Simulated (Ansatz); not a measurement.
SnSe:

```
Sn Se
1.0
    11.42000    0.00000    0.00000
     0.00000    4.19000    0.00000
     0.00000    0.00000    4.46000
Sn Se
4 4
Direct
  0.87700 0.75000 0.90900
  0.62300 0.25000 0.40900
  0.37700 0.75000 0.59100
  0.12300 0.25000 0.09100
  0.64300 0.75000 0.98400
  0.85700 0.25000 0.48400
  0.14300 0.75000 0.51600
  0.35700 0.25000 0.01600
```

| Property | Result |
| --- | --- |
| Program | Ansatz 0.2.0 |
| Task | relaxation of cell and atoms |
| Functional | r2SCAN |
| Dispersion | D3(BJ)-ATM |
| Potentials or basis | Ansatz PAW |
| Cutoff | 500 eV (not typed: the program's choice for these potentials) |
| k mesh | 3 × 6 × 6 |
| Occupations | fermi-dirac, width 0.05 eV |
| Spin | no spin polarisation |

At the start: volume 26.68 Å³/atom.

Where does the relaxation end?

It ends after 7 steps and the volume is 27.46 Å³/atom (+2.9 %); space group Pnma (No. 62, to 0.05 Å).

Step by step:
```
step  energy change (eV)  largest force (eV/Å)  volume (Å³)
   1              0.0000                0.2045       213.41
   2             -0.0108                0.0754       224.22
   3             -0.0460                0.0484       221.33
   4             -0.0571                0.1326       224.12
   5             -0.0721                0.0175       220.26
   6             -0.0729                0.0100       219.66
   7             -0.0733                0.0100       219.66
```

Final structure:
```xyz
8
Lattice="11.5668 0.0000 0.0000 0.0000 4.1186 0.0000 0.0000 0.0000 4.6110" Properties=species:S:1:pos:R:3 pbc="T T T"
Sn   10.1929    3.0890    4.0630
Sn    7.1573    1.0297    1.7575
Sn    4.4095    3.0890    2.8535
Sn    1.3739    1.0297    0.5480
Se    7.4816    3.0890    4.5479
Se    9.8687    1.0297    2.2425
Se    1.6981    3.0890    2.3685
Se    4.0853    1.0297    0.0630
```

Caveat: the plane-wave basis is chosen anew once the cell has moved, so the energies of steps on either side of that aren't comparable; the PAW data sets come from PBE, with cores solved anew for the run's functional, which leaves a small shift of forces and pressure.
